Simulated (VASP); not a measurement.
A run of VASP 6.6.1 is set up as follows.

The input INCAR:

```
SYSTEM = Y
PREC = Accurate
ENCUT = 520
EDIFF = 1E-7
ISMEAR = 0
SIGMA = 0.15
LREAL = .False.
LASPH = .True.
NELM = 100
ALGO = Fast
ISIF = 2
LWAVE = .False.
LCHARG = .False.
GGA = CA
NBANDS = 12
```

File KPOINTS:

```
Automatic mesh
0
Gamma
  16 16 16
  0 0 0
```

Contents of POSCAR:

```
Y
1.0
    0.0000000000      2.4850000000      2.4850000000
    2.4850000000      0.0000000000      2.4850000000
    2.4850000000      2.4850000000      0.0000000000
Y
1
Direct
    0.0000000000      0.0000000000      0.0000000000
```

Potentials or basis: VASP PAW LDA potentials, release 64 (Y_sv).

Command:

```sh
$ cat potpaw_LDA.64/Y_sv/POTCAR > POTCAR
$ mpirun -np 1 vasp_std > vasp.out
```

Predict the pressure.

-1.9 GPa.

Estimate the band gap on the k mesh.

none (metal or under the smearing width).
